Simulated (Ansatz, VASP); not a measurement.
# C62N in two plane-wave programs

Aim: how closely do two programs agree when they are given the same cell, functional and k mesh? The cell is taken from a series of runs on this material, whose earlier steps may have relaxed, scaled, displaced or heated it; both programs get it as it stands.

Main program and level: Ansatz 0.2.0; plane waves, with VASP 6.6.1 beside it; single point at PBE.

### Step 1. The starting structure

The cell holds 63 atoms: 62 C and 1 N. Cell: a = 7.143 Å, b = 7.143 Å, c = 7.143 Å, α = 90.0°, β = 90.0°, γ = 90.0°. It derives from C (C (Fd-3m)). Nearest the centre at fractional (0.312, 0.312, 0.312): N63 at 0.93 Å, C4 at 1.93 Å, C6 at 1.93 Å, C5 at 1.93 Å, C40 at 2.06 Å, C47 at 2.06 Å, C25 at 2.06 Å, C17 at 2.62 Å. The cell carries charge −1.

### Step 2. Ansatz: single point, PBE, pair 1

Ansatz runs on its default PAW (the set named soft_2) files.

A single point gives forces, pressure and levels at one fixed geometry, so differences don't come from the geometry; what else differs is listed under the comparison.

input.yaml

```yaml
crystal:
  lattice:
    - [7.14316351, 0.0, 0.0]
    - [0.0, 7.14316351, 0.0]
    - [0.0, 0.0, 7.14316351]
  atoms:
    - { symbol: C, position: [-0.001559128, -0.001559128, 0.249671995] }
    - { symbol: C, position: [-0.001559128, 0.249671995, -0.001559128] }
    - { symbol: C, position: [0.249671995, -0.001559128, -0.001559128] }
    - { symbol: "N", position: [0.237397649, 0.237397649, 0.237397649] }
    - { symbol: C, position: [0.125182045, 0.125182045, 0.368866589] }
    - { symbol: C, position: [0.125182045, 0.368866589, 0.125182045] }
    - { symbol: C, position: [0.368866589, 0.125182045, 0.125182045] }
    - { symbol: C, position: [0.000357909, 0.000357909, 0.749119457] }
    - { symbol: C, position: [0.002200375, 0.251424154, 0.497595309] }
    - { symbol: C, position: [0.251424154, 0.002200375, 0.497595309] }
    - { symbol: C, position: [0.2507286, 0.2507286, 0.748835054] }
    - { symbol: C, position: [0.1249773, 0.1249773, 0.873560777] }
    - { symbol: C, position: [0.127572651, 0.376648164, 0.622983306] }
    - { symbol: C, position: [0.376648164, 0.127572651, 0.622983306] }
    - { symbol: C, position: [0.375107518, 0.375107518, 0.875032066] }
    - { symbol: C, position: [0.002200375, 0.497595309, 0.251424154] }
    - { symbol: C, position: [0.000357909, 0.749119457, 0.000357909] }
    - { symbol: C, position: [0.251424154, 0.497595309, 0.002200375] }
    - { symbol: C, position: [0.2507286, 0.748835054, 0.2507286] }
    - { symbol: C, position: [0.127572651, 0.622983306, 0.376648164] }
    - { symbol: C, position: [0.1249773, 0.873560777, 0.1249773] }
    - { symbol: C, position: [0.376648164, 0.622983306, 0.127572651] }
    - { symbol: C, position: [0.375107518, 0.875032066, 0.375107518] }
    - { symbol: C, position: [-0.000470508, 0.499608828, 0.750915659] }
    - { symbol: C, position: [-0.000470508, 0.750915659, 0.499608828] }
    - { symbol: C, position: [0.242211128, 0.510762432, 0.510762432] }
    - { symbol: C, position: [0.251050195, 0.751419105, 0.751419105] }
    - { symbol: C, position: [0.125445523, 0.624028977, 0.876079363] }
    - { symbol: C, position: [0.125445523, 0.876079363, 0.624028977] }
    - { symbol: C, position: [0.373747567, 0.624668886, 0.624668886] }
    - { symbol: C, position: [0.375024085, 0.875113195, 0.875113195] }
    - { symbol: C, position: [0.497595309, 0.002200375, 0.251424154] }
    - { symbol: C, position: [0.497595309, 0.251424154, 0.002200375] }
    - { symbol: C, position: [0.749119457, 0.000357909, 0.000357909] }
    - { symbol: C, position: [0.748835054, 0.2507286, 0.2507286] }
    - { symbol: C, position: [0.622983306, 0.127572651, 0.376648164] }
    - { symbol: C, position: [0.622983306, 0.376648164, 0.127572651] }
    - { symbol: C, position: [0.873560777, 0.1249773, 0.1249773] }
    - { symbol: C, position: [0.875032066, 0.375107518, 0.375107518] }
    - { symbol: C, position: [0.499608828, -0.000470508, 0.750915659] }
    - { symbol: C, position: [0.510762432, 0.242211128, 0.510762432] }
    - { symbol: C, position: [0.750915659, -0.000470508, 0.499608828] }
    - { symbol: C, position: [0.751419105, 0.251050195, 0.751419105] }
    - { symbol: C, position: [0.624028977, 0.125445523, 0.876079363] }
    - { symbol: C, position: [0.624668886, 0.373747567, 0.624668886] }
    - { symbol: C, position: [0.876079363, 0.125445523, 0.624028977] }
    - { symbol: C, position: [0.875113195, 0.375024085, 0.875113195] }
    - { symbol: C, position: [0.510762432, 0.510762432, 0.242211128] }
    - { symbol: C, position: [0.499608828, 0.750915659, -0.000470508] }
    - { symbol: C, position: [0.750915659, 0.499608828, -0.000470508] }
    - { symbol: C, position: [0.751419105, 0.751419105, 0.251050195] }
    - { symbol: C, position: [0.624668886, 0.624668886, 0.373747567] }
    - { symbol: C, position: [0.624028977, 0.876079363, 0.125445523] }
    - { symbol: C, position: [0.876079363, 0.624028977, 0.125445523] }
    - { symbol: C, position: [0.875113195, 0.875113195, 0.375024085] }
    - { symbol: C, position: [0.499834367, 0.499834367, 0.749638937] }
    - { symbol: C, position: [0.499834367, 0.749638937, 0.499834367] }
    - { symbol: C, position: [0.749638937, 0.499834367, 0.499834367] }
    - { symbol: C, position: [0.749948995, 0.749948995, 0.749948995] }
    - { symbol: C, position: [0.624892586, 0.624892586, 0.874938816] }
    - { symbol: C, position: [0.624892586, 0.874938816, 0.624892586] }
    - { symbol: C, position: [0.874938816, 0.624892586, 0.624892586] }
    - { symbol: C, position: [0.874923457, 0.874923457, 0.874923457] }
total_charge: -1
basis:
  ecutwfc: 420
  xc_grid: 2
hamiltonian:
  xc: pbe
kpoints:
  mp_grid: { grid: [1, 1, 1] }
magnetization:
  spin_polarized: true
  initial_magnetization: 2
  spin_locking: { lock_magnetization: hard }
scf:
  occupations: { method: fermi_dirac, width: 0.01 }
  max_iter: 120
  n_extra_bands: 20
  lower_state_search: "off"
output:
  forces: true
  eigenvalues: true
  eigenstates: { localisation: true }
checkpoint:
  read: "../relax.run"
  write: "../ground.run"
  compress: false
  write_wavefunctions: true
  write_every: 100000
```

Launch:

```sh
$ ansatz run input.yaml --threads 2 --pin off --max-ram 3768MiB --backend cpu --events-out ev --progress --plain --runs-dir out
```

Numbers of over 12 decimals in the logs are rounded to 6 here.

The program printed:

```text
Warning: the band count 148 (scf.n_extra_bands) hosts the net moment |M| = 2.0000 μB (N_el = 254) but caps the reachable moment at 2·n_bands − N_el = 42.0000 μB, below the 191 bands that the automatic rule leaves for it — a moment growing past the seed, or the majority channel's smearing tail, pins there with fewer empty majority states than that count leaves; raise or omit scf.n_extra_bands unless the cap is intended
scf.n_extra_bands = 20 over 128 filled bands (N_el = 254.0): the run solves 148 bands
Engine: ansatz 0.2.0, aarch64-unknown-linux-gnu
Pseudopotentials: kind: paw
Pseudopotential: C, paw, valence charge 4, recommended cutoff 420 eV (normal), C.paw.azcp
Pseudopotential: N, paw, valence charge 5, recommended cutoff 420 eV (normal), N.paw.azcp
Functional definition: PBE
  parameter kappa = 0.804
  parameter beta = 0.066725
  exchange = pbe_x(kappa = kappa, mu = beta*pi^2/3)
  correlation = pbe_c(beta = beta)
Crystal: 63 atoms, lattice volume = 364.478 Å³
Basis set: ecut = 420 eV, 7123 PW (Γ), exchange–correlation on 96×96×96 points (8 copies of the dense FFT grid, shifted against one another)
Bands: 148, of which v1, the nominal top of the filled ones, is band 127 counted from 1 (126 counted from 0)
Symmetry: 6 space group operations
Space group: R3m (ITA 160), of the structure as read, at distance tolerance 7.1e-5 Å
Magnetic group: BNS 160.65 (UNI 1295), of the structure as read, at distance tolerance 7.1e-5 Å
k-points: 1
Non-local potential: C, projectors of the file, l = 0: 2, l = 1: 2, l = 2: 1
Non-local potential: N, projectors of the file, l = 0: 2, l = 1: 2, l = 2: 1
PAW form: soft (Blöchl's): semilocal exchange-correlation on the pseudo side does not see the compensation charge
PAW one-centre angular grid: C, 110 points (default); XC on 64 Gauss nodes
PAW one-centre angular grid: N, 110 points (default); XC on 64 Gauss nodes
Initial density: read from a saved state, or passed on in memory by an earlier SCF of this step, an earlier step, the calling program or the single point that the run made first
Starting moments: Σ|m| = 2 μB on 63 of 63 sites; this step starts from the density that it was given
Initial wavefunctions: those read from a saved state, or passed on in memory by an earlier step or the calling program
Functional: x = pbe(κ = 0.804, μ = 0.219515), c = pbe(β = 0.066725)
SCF iter   1: F=—  HF=-15908.551649 eV  |F-HF|=—  |Δ(HF+E_count)|=         —  Δρ=1.13e-6 (↑1.05e-6 ↓1.13e-6)  dr2=1.03e-8  dr2_m=7.64e-10  M=2.000 μB ∫|m|=2.257 μB  β_m=0.30  ethr=1.28e-11  ⟨swp⟩=5.0  Hψ=793  notcnv=0
preconditioner: auto → Resta (q_TF=auto, 2.569 Å⁻¹)  ε∞=5.7  [insulator: Δε(μ)=1.794 eV  Ē_g=14.364 eV  σ=0.010 eV  W_gap=1.00  n_scr=92 (ndim 8)  ℏωp=31.0 eV  f_vac=0.000  D(μ)=0.00/eV (n_scr^D=0)  ε∞_Penn≈5.7]
spin=Collinear: Resta preconditioning applied to the charge; magnetization (m = ρ↑ − ρ↓) channel mixes plain (no charge-response kernel on spin).
SCF iter   2: F=-15908.551649 eV  HF=-15908.551649 eV  |F-HF|=1.71e-9  |Δ(HF+E_count)|=   1.43e-9  Δρ=8.17e-7 (↑7.75e-7 ↓8.17e-7)  dr2=5.59e-9  dr2_m=4.59e-10  M=2.000 μB ∫|m|=2.257 μB  ethr=4.07e-12  ⟨swp⟩=2.5  Hψ=559  notcnv=0
SCF 1 converged in 2 iterations: F = -15908.551649 eV  dr2 = 5.59e-9
  greatest PAW one-centre occupation: 0.778 electrons in one spin orbital (limit 2), on the N atom at site 3 (counted from 0), in its partial waves of l = 0
SCF converged after 2 iterations
Magnetization: 2.0000 μB (128.0000 up, 126.0000 down)
Absolute magnetization: 2.2576 μB (∫|ρ↑−ρ↓|, with the PAW one-centre terms)
Spin contamination: 0.0091 ħ² per cell (⟨S²⟩ above its minimum at these occupations)
Per-site moments (μB) at R_I (Å): [(0.00333986, 0.632876), (0.00333986, 0.632876), (0.00333986, 0.632876), (0.00433611, 0.607225), (0.00012526, 0.607225), (0.00012526, 0.607225), (0.00012526, 0.607225), (0.0020158, 0.635703), (0.00568757, 0.635204), (0.00568757, 0.635204), (0.00897529, 0.637858), (-0.000821444, 0.635703), (-0.00229228, 0.616120), (-0.00229228, 0.616120), (-0.00165144, 0.635204), (0.00568757, 0.635204 [...]
Free energy (F): -15908.551649 eV
Harris-Foulkes:  -15908.551649 eV  (|F-HF|=1.71e-9)
Internal energy: -15908.551649 eV  (E = F + TS)
E sigma→0 (E₀):  -15908.551649 eV
Fermi energy:    15.333986 (↑ 16.003391, ↓ 15.012224) eV
--- Per-component energies (eV) ---
  E_band       = 1032.789964
  E_kinetic    = 5888.469520
  E_local      = -4225.374114  (includes V_loc(G=0)·N_el)
  E_nonlocal   = 1700.537265
  E_hartree    = 970.298426
  E_xc         = -3087.279975
  E_vxc        = -3834.706105  (∫ρ·V_xc dr)
  E_paw        = -6282.706678  (= ΣΔE_a)
  E_vpaw       = -436.733582  (= ΣTr[D̂ρ^β])
  E_aug_tail   = 0.000673  (compensation charges beyond the density's cutoff)
  E_ewald      = -10872.496765
  E_smearing   = -0.000000  (= −TS)
  E_closure    = -0.000000  (closes the sum)
  E_deformation_potential = -21.107691  (in the stress; not in F)
  Σ components = -15908.551649   (vs F -15908.551649, Δ=0.00e0)
--- Forces (eV/Å), atoms counted from 1 ---
  atom   1  C      0.00180233     0.00180233     0.00119599
  atom   2  C      0.00180233     0.00119599     0.00180233
  atom   3  C      0.00119599     0.00180233     0.00180233
  atom   4  N     -0.00262107    -0.00262107    -0.00262107
  atom   5  C      0.00114200     0.00114200    -0.00128471
  atom   6  C      0.00114200    -0.00128471     0.00114200
  atom   7  C     -0.00128471     0.00114200     0.00114200
  atom   8  C     -0.00232047    -0.00232047    -0.00181926
  atom   9  C      0.00423163     0.00262562    -0.00334110
  atom  10  C      0.00262562     0.00423163    -0.00334110
  atom  11  C      0.00082581     0.00082581     0.00359434
  atom  12  C      0.00176961     0.00176961     0.00211227
  atom  13  C     -0.00378060     0.00059029     0.00224158
  atom  14  C      0.00059029    -0.00378060     0.00224158
  atom  15  C      0.00059096     0.00059096    -0.00161647
  atom  16  C      0.00423163    -0.00334110     0.00262562
  atom  17  C     -0.00232047    -0.00181926    -0.00232047
  atom  18  C      0.00262562    -0.00334110     0.00423163
  atom  19  C      0.00082581     0.00359434     0.00082581
  atom  20  C     -0.00378060     0.00224158     0.00059029
  atom  21  C      0.00176961     0.00211227     0.00176961
  atom  22  C      0.00059029     0.00224158    -0.00378060
  atom  23  C      0.00059096    -0.00161647     0.00059096
  atom  24  C     -0.00120922    -0.00250216    -0.00007584
[...]
atom  56  C     -0.00206444    -0.00206444     0.00043618
  atom  57  C     -0.00206444     0.00043618    -0.00206444
  atom  58  C      0.00043618    -0.00206444    -0.00206444
  atom  59  C     -0.00080881    -0.00080881    -0.00080881
  atom  60  C      0.00123239     0.00123239    -0.00026087
  atom  61  C      0.00123239    -0.00026087     0.00123239
  atom  62  C     -0.00026087     0.00123239     0.00123239
  atom  63  C      0.00063072     0.00063072     0.00063072
  max |Σ_I F_I| component: 1.05e-5 eV/Å
--- Band table (eV) ---
  k-point 0 ↑: bands = [... 123 lower, 12.3687, 12.3687, 13.7151, 14.7552, 14.7552, 17.2505, 17.2597, 17.2597, ... 17 higher]
  k-point 0 ↓: bands = [... 123 lower, 12.4985, 12.4985, 14.1186, 15.9127, 15.9127, 17.2776, 17.2776, 17.2789, ... 17 higher]
```

### Step 3. VASP: single point, PBE, pair 1

The same cell, functional, mesh and smearing now go to VASP, with its own data sets.

Lines of VASP's logs that name or quote its potential files are left out, and so is its time.

INCAR

```
SYSTEM = C62N
PREC = Accurate
ENCUT = 520
EDIFF = 1E-06
NELM = 200
ISMEAR = -1
SIGMA = 0.01
LREAL = Auto
ALGO = Normal
GGA = PE
NELECT = 254
NBANDS = 176
ISPIN = 2
MAGMOM = 0 0 0 0 0 0 0 0.01 0.01 0.01 -0 -0 -0 -0 0.01 0 0.01 0.01 -0 -0 -0 -0 0.02 0.02 0.25 0.02 -0 -0 -0.01 0.01 0.01 0.01 0 0.01 -0 -0 -0 -0 0.02 0.25 0.02 0.02 -0 -0.01 -0 0.01 0.25 0.02 0.02 0.02 -0.01 -0 -0 0.01 0.01 0.01 0.01 0 -0 -0 -0 0 0
LORBIT = 11
LWAVE = .FALSE.
LCHARG = .FALSE.
ISIF = 2
NUPDOWN = 2
LASPH = .TRUE.
GGA_COMPAT = .FALSE.
NCORE = 2
```

POSCAR

```
C62N
1.0
    7.1431635103      0.0000000000      0.0000000000
    0.0000000000      7.1431635103      0.0000000000
    0.0000000000      0.0000000000      7.1431635103
C N
62 1
Direct
    0.9984408724      0.9984408724      0.2496719955
    0.9984408724      0.2496719955      0.9984408724
    0.2496719955      0.9984408724      0.9984408724
    0.1251820448      0.1251820448      0.3688665886
    0.1251820448      0.3688665886      0.1251820448
    0.3688665886      0.1251820448      0.1251820448
    0.0003579094      0.0003579094      0.7491194565
    0.0022003749      0.2514241543      0.4975953085
    0.2514241543      0.0022003749      0.4975953085
    0.2507285996      0.2507285996      0.7488350544
    0.1249772998      0.1249772998      0.8735607766
    0.1275726506      0.3766481644      0.6229833065
    0.3766481644      0.1275726506      0.6229833065
    0.3751075179      0.3751075179      0.8750320662
    0.0022003749      0.4975953085      0.2514241543
    0.0003579094      0.7491194565      0.0003579094
    0.2514241543      0.4975953085      0.0022003749
    0.2507285996      0.7488350544      0.2507285996
    0.1275726506      0.6229833065      0.3766481644
    0.1249772998      0.8735607766      0.1249772998
    0.3766481644      0.6229833065      0.1275726506
    0.3751075179      0.8750320662      0.3751075179
    0.9995294924      0.4996088281      0.7509156593
    0.9995294924      0.7509156593      0.4996088281
    0.2422111277      0.5107624320      0.5107624320
    0.2510501952      0.7514191050      0.7514191050
    0.1254455226      0.6240289772      0.8760793632
    0.1254455226      0.8760793632      0.6240289772
    0.3737475673      0.6246688861      0.6246688861
    0.3750240851      0.8751131952      0.8751131952
    0.4975953085      0.0022003749      0.2514241543
    0.4975953085      0.2514241543      0.0022003749
    0.7491194565      0.0003579094      0.0003579094
    0.7488350544      0.2507285996      0.2507285996
    0.6229833065      0.1275726506      0.3766481644
    0.6229833065      0.3766481644      0.1275726506
    0.8735607766      0.1249772998      0.1249772998
    0.8750320662      0.3751075179      0.3751075179
    0.4996088281      0.9995294924      0.7509156593
    0.5107624320      0.2422111277      0.5107624320
    0.7509156593      0.9995294924      0.4996088281
    0.7514191050      0.2510501952      0.7514191050
    0.6240289772      0.1254455226      0.8760793632
    0.6246688861      0.3737475673      0.6246688861
    0.8760793632      0.1254455226      0.6240289772
    0.8751131952      0.3750240851      0.8751131952
    0.5107624320      0.5107624320      0.2422111277
    0.4996088281      0.7509156593      0.9995294924
    0.7509156593      0.4996088281      0.9995294924
    0.7514191050      0.7514191050      0.2510501952
    0.6246688861      0.6246688861      0.3737475673
    0.6240289772      0.8760793632      0.1254455226
    0.8760793632      0.6240289772      0.1254455226
    0.8751131952      0.8751131952      0.3750240851
    0.4998343665      0.4998343665      0.7496389367
    0.4998343665      0.7496389367      0.4998343665
    0.7496389367      0.4998343665      0.4998343665
    0.7499489952      0.7499489952      0.7499489952
    0.6248925856      0.6248925856      0.8749388164
    0.6248925856      0.8749388164      0.6248925856
    0.8749388164      0.6248925856      0.6248925856
    0.8749234566      0.8749234566      0.8749234566
    0.2373976495      0.2373976495      0.2373976495
```

KPOINTS

```
Automatic mesh
0
Gamma
1 1 1
0 0 0
```

The projector-augmented-wave data sets are C and N (PBE family, release 64).

Launch:

```sh
$ mpirun -np 8 vasp_gam
```

The program printed:

```text
[banner, memory and clock lines left out]
running    8 mpi-ranks, on    1 nodes
[...]
LDA part: xc-table for (Slater+PW92), standard interpolation
 POSCAR, INCAR and KPOINTS ok, starting setup
[...]
entering main loop
       N       E                     dE             d eps       ncg     rms          rms(c)
DAV:   1     0.181468277751E+04    0.18147E+04   -0.15423E+05   704   0.150E+03
DAV:   2    -0.400372930196E+03   -0.22151E+04   -0.20479E+04   936   0.345E+02
DAV:   3    -0.567883820475E+03   -0.16751E+03   -0.16502E+03   880   0.905E+01
DAV:   4    -0.571594671393E+03   -0.37109E+01   -0.36953E+01   872   0.144E+01
DAV:   5    -0.571674443742E+03   -0.79772E-01   -0.79627E-01   888   0.209E+00BRMIX: very serious problems
 the old and the new charge density differ
 old charge density:   253.00000 new  254.00000
    0.321E+01
DAV:   6    -0.555268816596E+03    0.16406E+02   -0.14339E+01   832   0.876E+00    0.189E+01
DAV:   7    -0.549976796594E+03    0.52920E+01   -0.14282E+01   824   0.852E+00    0.546E+00
DAV:   8    -0.550121090475E+03   -0.14429E+00   -0.68942E-01   872   0.213E+00    0.285E+00
DAV:   9    -0.550127416875E+03   -0.63264E-02   -0.92546E-02   888   0.960E-01    0.892E-01
[...]
DAV:  14    -0.550127707177E+03   -0.31641E-04   -0.23915E-05   832   0.143E-02    0.129E-02
DAV:  15    -0.550127716227E+03   -0.90501E-05   -0.91431E-06   832   0.932E-03    0.513E-03
DAV:  16    -0.550127716938E+03   -0.71155E-06   -0.17740E-06   544   0.388E-03
   1 F= -.55012772E+03 E0= -.55012772E+03  d E =-.165822E-11  mag=     2.0000
```

From OUTCAR (step 3):

```text
  FREE ENERGIE OF THE ION-ELECTRON SYSTEM (eV)
  ---------------------------------------------------
  free  energy   TOTEN  =      -550.1277169385 eV

  energy  without entropy=     -550.1277169385  energy(sigma->0) =     -550.12771694

 magnetization (x)
# of ion       s       p       d       tot
------------------------------------------
    1        0.000   0.004   0.000   0.004
    2        0.000   0.004   0.000   0.004
    3        0.000   0.004   0.000   0.004
    4       -0.000   0.000   0.000  -0.000
    5       -0.000   0.000   0.000  -0.000
    6       -0.000   0.000   0.000  -0.000
    7        0.000   0.002   0.000   0.002
    8        0.001   0.006   0.000   0.007
    9        0.001   0.006   0.000   0.007
   10        0.000   0.011   0.000   0.011
   11       -0.000  -0.001   0.000  -0.001
   12       -0.002  -0.004   0.000  -0.006
   13       -0.002  -0.004   0.000  -0.006
[...]
--------------------------------------------------
tot          0.132   1.153   0.000   1.285

[... 1 further part left out ...]
```

The cell is charged against a uniform background.

The run ends at a pressure of 9.33 GPa, with forces up to 0.022 eV/Å.

### Step 4. Differences

Known differences besides the potentials themselves: VASP starts from the moments at which Ansatz ended; the cutoff is 420 eV in Ansatz and 520 eV in VASP (PREC = Accurate, projectors in real space); site moments are counted in spheres of each program's own size. Total energies have different zeros and are not compared.

Both answers:

```tsv
quantity	Ansatz	VASP	difference
total moment, fixed by the input (μB)	2.00	2.00	0.00
moment on C25 (μB)	0.24	0.33	-0.08
moment on C40 (μB)	0.24	0.33	-0.08
moment on C47 (μB)	0.24	0.33	-0.08
```

At this near-relaxed geometry the largest component of a force difference is 23 meV/Å. The cell carries a charge of -1 e against a uniform background, so its pressure also hangs on how the neutralising background is counted, and in a defect's cell a gap may be the spacing between its levels.

(Continued in part 2 of 2.)

[Lines on the potential files, build, host, timing and source positions are cut from VASP's logs without a mark.]

[Logs are printed without paths, hosts, clocks, repeated set-up lines and the standing remarks that a program may print on its own settings, such as how far it seeks lower states.]

[Hosts, paths, dates, database ids (printed as entryN), source tags and the programs' standing remarks are cut or masked in the printed files.]
